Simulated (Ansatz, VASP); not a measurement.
Two plane-wave programs on Co

```xyz
2
Lattice="0.0000 2.3969 2.3969 2.3969 0.0000 2.3969 2.3969 2.3969 0.0000" Properties=species:S:1:pos:R:3 pbc="T T T"
Co    0.5992    0.5992    0.5992
Co    4.1946    4.1946    4.1946
```

Alike in both runs: functional LDA; k mesh 11 × 11 × 11; occupations fermi-dirac, width 0.1 eV; no spin polarisation.

Ansatz relaxed the structure, and its values are those at the end. VASP's run is a single point on that final structure, the one shown.

|  | VASP | Ansatz |
| --- | --- | --- |
| version | VASP 6.6.1 | Ansatz 0.2.0 |
| potentials or method | VASP PAW LDA potentials, release 64 (Co) | plane waves (420 eV) with PAW, scalar-relativistic |
| plane-wave cutoff (eV) | 520 | 420 |
| valence electrons in the cell | 18 | 34 |

Ansatz gave:

| Quantity | Value |
| --- | --- |
| pressure (GPa) | 0.0 |

Problem. Estimate VASP's values.

Solution. Pressure (GPa): -1.7.

The two sets of potentials don't hold the same shells in valence. Ansatz warned: «pseudo_functional_mismatch».

Caveats: the run has no spin polarisation, though such a crystal can be magnetic. Spin polarisation is off, so any magnetic state and its effect on volume and gap are missing.
